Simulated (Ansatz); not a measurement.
# A convergence test on SrTiO3 (I4/mcm): k mesh of the density

How far can the k mesh of the density be lowered for the gap of SrTiO3 (I4/mcm)?

Method: DFT, PBE, plane waves, PAW, in Ansatz 0.2.0.

## (1) Starting point

Symmetry: I4/mcm, No. 140, tetragonal system. Conventional cell: a = 5.511 Å, b = 5.511 Å, c = 7.796 Å, α = 90.00°, β = 90.00°, γ = 90.00°. Nearest to Sr lie 12 O at 2.73 to 2.78 Å. Nearest to Ti lie 6 O at 1.95 Å. Nearest to O lie 2 Ti at 1.95 Å and 4 Sr at 2.76 Å. Nearest to O lie 2 Ti at 1.95 Å and 4 Sr at 2.73 to 2.78 Å. Farther neighbours and most contacts between anions are not listed.

The cell and positions come from the Crystallography Open Database and are kept as given unless a step says otherwise. The default PAW set here is soft_2. Its files were made with PBE.

## (2) k mesh of the density: 2×2×2

input.yaml reads:

```yaml
crystal:
  lattice:
    - [-2.7555, 2.7555, 3.898]
    - [2.7555, -2.7555, 3.898]
    - [2.7555, 2.7555, -3.898]
  atoms:
    - { symbol: Sr, position: [0.75, 0.25, 0.5] }
    - { symbol: Sr, position: [0.25, 0.75, 0.5] }
    - { symbol: Ti, position: [0.0, 0.0, 0.0] }
    - { symbol: Ti, position: [0.5, 0.5, 0.0] }
    - { symbol: O, position: [0.25, 0.25, 0.0] }
    - { symbol: O, position: [0.75, 0.75, 0.0] }
    - { symbol: O, position: [0.7451, 0.2451, 0.9902] }
    - { symbol: O, position: [0.2451, 0.2549, 0.5] }
    - { symbol: O, position: [0.2549, 0.7549, 0.0098] }
    - { symbol: O, position: [0.7549, 0.7451, 0.5] }
kpoints:
  mp_grid: { grid: [2, 2, 2] }
  band_path:
    path:
      - [0.0, 0.0, 0.0]
      - [0.0, 0.0, 0.5]
      - [0.25, 0.25, 0.25]
      - [0.0, 0.5, 0.0]
      - [0.5, 0.5, -0.5]
      - [0.37492725, 0.62507275, -0.37492725]
      - [-0.37492725, 0.37492725, 0.37492725]
      - [-0.24985449, 0.24985449, 0.5]
    npoints: 1
hamiltonian:
  xc: pbe
scf:
  occupations: { method: fixed }
  n_extra_bands: 7
output:
  eigenvalues: true
  forces: true
  stress: true
  write_density: true
  write_potential: true
  elf: true
  volumetric_format: npy
```

Started as:

```console
$ ansatz run input.yaml --threads 3 --pin off --max-ram 92160MiB --backend cuda --events-out ev --progress --plain --runs-dir out --devices 1 --max-vram 13GiB
```

Numbers of over 12 decimals in the logs are rounded to 6 here.

What it wrote:

```text
scf.n_extra_bands = 7 over 40 filled bands (N_el = 80.0): the run solves 47 bands
GPUs: using 1 of 1 available (devices: 1).
Engine: ansatz 0.2.0, x86_64-unknown-linux-gnu
Pseudopotentials: kind: paw
Pseudopotential: Sr, paw, valence charge 10, recommended cutoff 420 eV (normal), Sr.paw.azcp
Pseudopotential: Ti, paw, valence charge 12, recommended cutoff 420 eV (normal), Ti.paw.azcp
Pseudopotential: O, paw, valence charge 6, recommended cutoff 420 eV (normal), O.paw.azcp
Functional definition: PBE
  parameter kappa = 0.804
  parameter beta = 0.066725
  exchange = pbe_x(kappa = kappa, mu = beta*pi^2/3)
  correlation = pbe_c(beta = beta)
concurrent solve slots: 2 of 3 are kept, ahead of what memory takes: no pass of the eigensolver takes more rounds on 2
device memory: the entry about to start is reckoned to put 2.4 GiB on a device that reports 37.8 GiB free (of which the cap on the GPU budget leaves the run 13.0 GiB)
GPU FFT provider: cuFFT
GPU libraries: cuBLAS 13.8.2, cuFFT 12.4.0, cuSOLVER 12.3.4
Crystal: 10 atoms, lattice volume = 118.387 Å³
Basis set: ecut = 420 eV, 2277 PW (Γ), exchange–correlation on 80×80×80 points (8 copies of the dense FFT grid, shifted against one another)
Bands: 47, of which v1, the nominal top of the filled ones, is band 40 counted from 1 (39 counted from 0)
Symmetry: 16 space group operations
Space group: I4/mcm (ITA 140), of the structure as read, at distance tolerance 4.9e-5 Å
k-points: 4 of 8
Non-local potential: Sr, projectors of the file, l = 0: 3, l = 1: 2, l = 2: 2
Non-local potential: Ti, projectors of the file, l = 0: 3, l = 1: 2, l = 2: 3, l = 3: 1
Non-local potential: O, projectors of the file, l = 0: 2, l = 1: 2, l = 2: 1
PAW form: soft (Blöchl's): semilocal exchange-correlation on the pseudo side does not see the compensation charge
PAW one-centre angular grid: Sr, 110 points (default); XC on 64 Gauss nodes
PAW one-centre angular grid: Ti, 590 points (default); XC on 64 Gauss nodes
PAW one-centre angular grid: O, 110 points (default); XC on 64 Gauss nodes
Initial density: superposition of atomic densities (neutral atoms: chi_scale 0, normalization atom), corrected by the library's trained network
Initial wavefunctions: pseudopotential atomic-orbital guess
GPU buffer pool allocated for 64000 grid points (all kernels)
GPU transforms: local potential and band sums: pruned to the plane-wave sphere, on 40×40×40
Functional: x = pbe(κ = 0.804, μ = 0.219515), c = pbe(β = 0.066725)
SCF iter   1: F=—  HF=-15508.566922 eV  |F-HF|=—  |Δ(HF+E_count)|=         —  Δρ=5.38e-3  dr2=3.14e-2  ethr=1.77e-3  ⟨swp⟩=4.5  Hψ=732  notcnv=0  defer=11
preconditioner: auto → Resta (q_TF=auto, 2.556 Å⁻¹)  ε∞=6.4  [insulator: Δε(μ)=1.885 eV  Ē_g=11.416 eV  n_scr=26 (ndim 8)  ℏωp=26.4 eV  f_vac=0.000  ε∞_Penn≈6.4]
SCF iter   2: F=—  HF=-15508.560283 eV  |F-HF|=—  |Δ(HF+E_count)|=   6.64e-3  Δρ=2.53e-3  dr2=4.04e-3  ethr=3.92e-5  ⟨swp⟩=3.0  Hψ=324  notcnv=0  defer=15
SCF iter   3: F=—  HF=-15508.559803 eV  |F-HF|=—  |Δ(HF+E_count)|=   4.80e-4  Δρ=1.05e-3  dr2=5.32e-4  ethr=5.05e-6  ⟨swp⟩=2.2  Hψ=268  notcnv=0  defer=18
SCF iter   4: F=—  HF=-15508.559889 eV  |F-HF|=—  |Δ(HF+E_count)|=   8.63e-5  Δρ=2.10e-4  dr2=3.79e-5  ethr=6.65e-7  ⟨swp⟩=2.5  Hψ=306  notcnv=0  defer=11
SCF iter   5: F=—  HF=-15508.559752 eV  |F-HF|=—  |Δ(HF+E_count)|=   1.37e-4  Δρ=5.24e-5  dr2=2.85e-6  ethr=4.74e-8  ⟨swp⟩=2.5  Hψ=305  notcnv=0  defer=8
SCF iter   6: F=—  HF=-15508.559752 eV  |F-HF|=—  |Δ(HF+E_count)|=   4.59e-7  Δρ=1.49e-5  dr2=1.65e-7  ethr=3.56e-9  ⟨swp⟩=2.0  Hψ=294  notcnv=0  defer=8
SCF iter   7: F=-15508.559752 eV  HF=-15508.559752 eV  |F-HF|=4.91e-8  |Δ(HF+E_count)|=  7.53e-10  Δρ=8.23e-6  dr2=6.36e-8  ethr=1.25e-10  ⟨swp⟩=17.5  Hψ=1629  notcnv=0
SCF 1 converged in 7 iterations: F = -15508.559752 eV  dr2 = 6.36e-8
[...]
device memory: the entry about to start is reckoned to put 2.5 GiB on a device that reports 37.7 GiB free (of which the cap on the GPU budget leaves the run 13.0 GiB)
NSCF: frozen V_eff on 8 k-points
SCF converged after 7 iterations
Free energy (F): -15508.559752 eV
Harris-Foulkes:  -15508.559752 eV  (|F-HF|=4.91e-8)
Internal energy: -15508.559752 eV  (E = F + TS)
E sigma→0 (E₀):  -15508.559752 eV
Fermi energy:    10.137797 eV
--- Per-component energies (eV) ---
  E_band       = -401.704821
  E_kinetic    = 2099.689932
  E_local      = -4753.617285  (includes V_loc(G=0)·N_el)
  E_nonlocal   = 696.069494
  E_hartree    = 1665.440304
  E_xc         = -993.893056
  E_vxc        = -1145.775126  (∫ρ·V_xc dr)
  E_paw        = -8427.800786  (= ΣΔE_a)
  E_vpaw       = -628.967001  (= ΣTr[D̂ρ^β])
  E_aug_tail   = 0.015283  (compensation charges beyond the density's cutoff)
  E_ewald      = -5794.463639
  E_smearing   = -0.000000  (= −TS)
  E_closure    = 0.000000  (closes the sum)
  Σ components = -15508.559752   (vs F -15508.559752, Δ=0.00e0)
--- Forces (eV/Å), atoms counted from 1 ---
  atom   1  Sr    -0.00000000     0.00000000     0.00000000
  atom   2  Sr     0.00000000     0.00000000     0.00000000
  atom   3  Ti     0.00000000    -0.00000000     0.00000000
  atom   4  Ti     0.00000000     0.00000000     0.00000000
  atom   5  O      0.00000000     0.00000000    -0.00000000
  atom   6  O      0.00000000     0.00000000    -0.00000000
  atom   7  O     -0.02461374    -0.02461374     0.00000000
  atom   8  O      0.02461374    -0.02461374     0.00000000
  atom   9  O      0.02461374     0.02461374     0.00000000
  atom  10  O     -0.02461374     0.02461374     0.00000000
  max |Σ_I F_I| component: 1.04e-17 eV/Å
--- Stress (GPa, compression-positive) ---
        6.315828       0.000000       0.000000
        0.000000       6.315828      -0.000000
        0.000000       0.000000       6.299345
  P = ⅓ Tr σ = 6.3103 GPa (63.103 kbar)
--- Band table (eV) ---
  k-point 0: bands = [... 36 lower, 9.7929, 10.1318, 10.1378, 10.1378, 11.9269, 11.9269, 11.9275, 14.3820, ... 3 higher]
  k-point 1: bands = [... 36 lower, 8.5712, 9.4111, 9.4115, 10.0507, 12.0903, 13.8764, 13.8771, 13.8813, ... 3 higher]
  k-point 2: bands = [... 36 lower, 9.2241, 9.2241, 9.5112, 9.5112, 13.4328, 13.4328, 13.4874, 13.4874, ... 3 higher]
  k-point 3: bands = [... 36 lower, 8.5666, 9.4136, 9.4136, 10.0499, 12.0919, 13.8592, 13.8592, 13.9037, ... 3 higher]
```

It took 5 s on 1 × NVIDIA H100 80GB HBM3 (shared by 6 runs) with 3 threads of AMD EPYC 7R13 (Zen 3), shared host; peak memory 0.94 GiB; 5.8 s of CPU time.

Reading the cycles: dr2 is the Hartree energy of the density residual (eV), the measure of convergence; HF is the Harris–Foulkes estimate of the energy, which meets the free energy F at convergence.

This step gave:

```
pressure             : 6.310 GPa
gap                  : 1.789 eV
valence top at       : Γ
conduction bottom at : Γ
least direct gap     : 1.789 eV
```

The gap is direct, at Γ.

## (3) k mesh of the density: 4×4×4

Edit input.yaml of step 2 so:

```diff
@@ -17,3 +17,3 @@
 kpoints:
-  mp_grid: { grid: [2, 2, 2] }
+  mp_grid: { grid: [4, 4, 4] }
   band_path:
```

What it wrote:

```text
[...]
GPUs: using 1 of 1 available (devices: 1).
[...]
GPU FFT provider: cuFFT
GPU libraries: cuBLAS 13.8.2, cuFFT 12.4.0, cuSOLVER 12.3.4
Crystal: 10 atoms, lattice volume = 118.387 Å³
Basis set: ecut = 420 eV, 2277 PW (Γ), exchange–correlation on 80×80×80 points (8 copies of the dense FFT grid, shifted against one another)
[...]
k-point 0: bands = [... 36 lower, 9.7353, 10.0677, 10.0738, 10.0738, 11.9747, 11.9747, 11.9755, 14.4376, ... 3 higher]
  k-point 1: bands = [... 36 lower, 9.4058, 9.4918, 9.4919, 10.0307, 12.0558, 13.0389, 13.0401, 14.1989, ... 3 higher]
  k-point 2: bands = [... 36 lower, 8.5181, 9.3564, 9.3567, 9.9880, 12.1413, 13.9095, 13.9102, 13.9173, ... 3 higher]
  k-point 12: bands = [... 36 lower, 8.5137, 9.3588, 9.3588, 9.9871, 12.1429, 13.8932, 13.8932, 13.9386, ... 3 higher]
[key lines of the parts left out:]
SCF converged after 6 iterations
Free energy (F): -15508.913528 eV
Fermi energy:    10.073751 eV
P = ⅓ Tr σ = 5.4600 GPa (54.600 kbar)
```

It took 10 s on 1 × NVIDIA H100 80GB HBM3 (shared by 6 runs) with 3 threads; peak memory 0.96 GiB.

This step gave:

```
pressure             : 5.460 GPa
gap                  : 1.901 eV
valence top at       : Γ
conduction bottom at : Γ
least direct gap     : 1.901 eV
```

The gap is 1.901 eV, +0.112 eV from the run before at this level.

## (4) k mesh of the density: 6×6×6 (the default)

input.yaml, the sections that differ from step 3:

```yaml
kpoints:
  mp_grid: { grid: [6, 6, 6] }
  band_path:
    path:
      - [[0.0, 0.0, 0.0], [0.0, 0.0, 0.5], [0.25, 0.25, 0.25], [0.0, 0.5, 0.0], [0.0, 0.0, 0.0], [0.5, 0.5, -0.5], [0.37492725, 0.62507275, -0.37492725]]
      - [[-0.37492725, 0.37492725, 0.37492725], [0.0, 0.0, 0.0]]
      - [[0.0, 0.0, 0.5], [-0.24985449, 0.24985449, 0.5]]
      - [[0.5, 0.5, -0.24985449], [0.5, 0.5, -0.5]]
    npoints: 10
scf:
  occupations: { method: fermi_dirac, width: 0.02 }
  n_extra_bands: 7
# crystal, hamiltonian, output: as in step 3
```

What it wrote:

```text
[...]
GPUs: using 1 of 1 available (devices: 1).
[...]
GPU FFT provider: cuFFT
GPU libraries: cuBLAS 13.8.2, cuFFT 12.4.0, cuSOLVER 12.3.4
Crystal: 10 atoms, lattice volume = 118.387 Å³
Basis set: ecut = 420 eV, 2277 PW (Γ), exchange–correlation on 80×80×80 points (8 copies of the dense FFT grid, shifted against one another)
[...]
k-point 0: bands = [... 36 lower, 9.7345, 10.0668, 10.0728, 10.0728, 11.9762, 11.9762, 11.9770, 14.4395, ... 3 higher]
  k-point 1: bands = [... 36 lower, 9.5846, 9.7484, 9.7496, 10.0512, 12.0163, 12.5511, 12.5523, 14.3684, ... 3 higher]
  k-point 2: bands = [... 36 lower, 9.0161, 9.4180, 9.4180, 10.0084, 12.0996, 13.4873, 13.4881, 14.0510, ... 3 higher]
  k-point 29: bands = [... 36 lower, 8.5129, 9.3580, 9.3580, 9.9861, 12.1445, 13.8945, 13.8945, 13.9400, ... 3 higher]
[key lines of the parts left out:]
SCF converged after 6 iterations
Free energy (F): -15508.916366 eV
Fermi energy:    11.027328 eV
P = ⅓ Tr σ = 5.4512 GPa (54.512 kbar)
```

Elapsed: 14 s, on 1 × NVIDIA H100 80GB HBM3 (shared by 6 runs) with 3 threads; peak memory 0.98 GiB; 9.1 s of CPU time.

Numbers from this step:

```yaml
pressure: 5.451 GPa
gap: 1.903 eV
valence_top_at: Γ
conduction_bottom_at: Γ
least_direct_gap: 1.903 eV
```

The gap is 1.903 eV, +0.003 eV from the run before at this level.

## (5) k mesh of the density: 8×8×8

input.yaml, the sections that differ from step 4:

```yaml
kpoints:
  mp_grid: { grid: [8, 8, 8] }
  band_path:
    path:
      - [0.0, 0.0, 0.0]
      - [0.0, 0.0, 0.5]
      - [0.25, 0.25, 0.25]
      - [0.0, 0.5, 0.0]
      - [0.5, 0.5, -0.5]
      - [0.37492725, 0.62507275, -0.37492725]
      - [-0.37492725, 0.37492725, 0.37492725]
      - [-0.24985449, 0.24985449, 0.5]
    npoints: 1
scf:
  occupations: { method: fixed }
  n_extra_bands: 7
output:
  eigenvalues: true
  forces: true
  stress: true
# crystal, hamiltonian: as in step 4
```

What it wrote:

```text
[...]
GPUs: using 1 of 1 available (devices: 1).
[...]
GPU FFT provider: cuFFT
GPU libraries: cuBLAS 13.8.2, cuFFT 12.4.0, cuSOLVER 12.3.4
Crystal: 10 atoms, lattice volume = 118.387 Å³
Basis set: ecut = 420 eV, 2277 PW (Γ), exchange–correlation on 80×80×80 points (8 copies of the dense FFT grid, shifted against one another)
[...]
k-point 0: bands = [... 36 lower, 9.7344, 10.0666, 10.0727, 10.0727, 11.9763, 11.9763, 11.9770, 14.4395, ... 3 higher]
  k-point 1: bands = [... 36 lower, 9.6354, 9.8825, 9.8852, 10.0599, 11.9996, 12.3278, 12.3290, 14.4309, ... 3 higher]
  k-point 2: bands = [... 36 lower, 9.4048, 9.4909, 9.4910, 10.0297, 12.0574, 13.0402, 13.0414, 14.2004, ... 3 higher]
  k-point 58: bands = [... 36 lower, 8.5128, 9.3579, 9.3579, 9.9860, 12.1446, 13.8946, 13.8946, 13.9400, ... 3 higher]
[key lines of the parts left out:]
SCF converged after 6 iterations
Free energy (F): -15508.916314 eV
Fermi energy:    10.072680 eV
P = ⅓ Tr σ = 5.4512 GPa (54.512 kbar)
```

The job ended after 14 s (1 × NVIDIA H100 80GB HBM3 (shared by 6 runs) with 3 threads; peak memory 0.95 GiB; 26 s of CPU time).

Numbers from this step:

| Item | Value |
| --- | --- |
| pressure | 5.451 GPa |
| gap | 1.904 eV |
| valence top at | Γ |
| conduction bottom at | Γ |
| least direct gap | 1.904 eV |

The gap is 1.904 eV, as in the run before at this level.

## (6) The series

Differences are against the last row; a negative gap means that bands overlap, and a run with a band path holds that path's time. Times are wall times on 1 × NVIDIA H100 80GB HBM3 (shared by 6 runs) with 3 threads of AMD EPYC 7R13 (Zen 3), shared host, good to a factor of about two.

| k mesh of the density | gap (eV) | direct gap (eV) | gap error (eV) | energy error (meV/atom) | irreducible k | time |
| --- | --- | --- | --- | --- | --- | --- |
| 2×2×2 | 1.789 | 1.789 | −0.114 | +35.7 | 4 | 5 s |
| 4×4×4 | 1.901 | 1.901 | −0.003 | +0.3 | 13 | 10 s |
| 6×6×6 | 1.903 | 1.903 | −0.0001 | +0.0 | 30 | 14 s |
| 8×8×8 | 1.904 | 1.904 | +0.000 | +0.0 | 59 | 14 s |

## (7) Outcome

| Item | Value |
| --- | --- |
| 2×2×2 | 1.789 eV |
| 4×4×4 | 1.901 eV |
| 6×6×6 | 1.903 eV |
| 8×8×8 | 1.904 eV |

**Reading.** The gap holds to 0.02 eV from 4×4×4 on. At 2×2×2 the gap is off by −0.114 eV and the energy by +36 meV/atom. The gap is read over the mesh and added points near the edges, so meshes differ mainly through the density and, for a hybrid, the exchange operator.

[Paths, hosts, dates, memory and timing lines, banners, echoed tables and standing remarks are left out of the program output.]

[Logs are printed without paths, hosts, clocks, repeated set-up lines and the standing remarks that a program may print on its own settings, such as how far it seeks lower states.]

[Runs of the session that timed out or met a known fault of the program may be left out.]

[Cells called generated may have been cut or substituted from an entry of the Crystallography Open Database or the Materials Project.]

[Hosts, paths, dates, database ids (printed as entryN), source tags and the programs' standing remarks are cut or masked in the printed files.]
